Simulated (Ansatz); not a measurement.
Hg: all-electron results

```yaml
crystal:
  lattice:
    - [3.09361, 0.00000, 0.00000]
    - [0.00000, 3.09361, 0.00000]
    - [0.00000, 0.00000, 3.09361]
  atoms:
    - { symbol: Hg, position: [0.00000, 0.00000, 0.00000] }
```

The structure comes from a relaxation in the same program, started in the sc type, and has space group Pm-3m. Whether it is a known phase or the ground state wasn't checked.

No spin–orbit coupling, which matters for the heavy atoms here.

Level of theory: DFT, PBE, all-electron LAPW, scalar-relativistic (Ansatz 0.2.0).

Sampling and basis: a Γ-centred 12×12×12 k mesh, Fermi–Dirac smearing of 0.05 eV, basis error target 0.25 meV/atom, no spin polarisation.

* Band gap: none: bands cross the Fermi level, a metal
* Density of states at the Fermi level (0.2 eV bin): 0.30 states/eV per cell
* Volume per atom: 29.61 Å³
* Pressure at this cell: -0.05 GPa
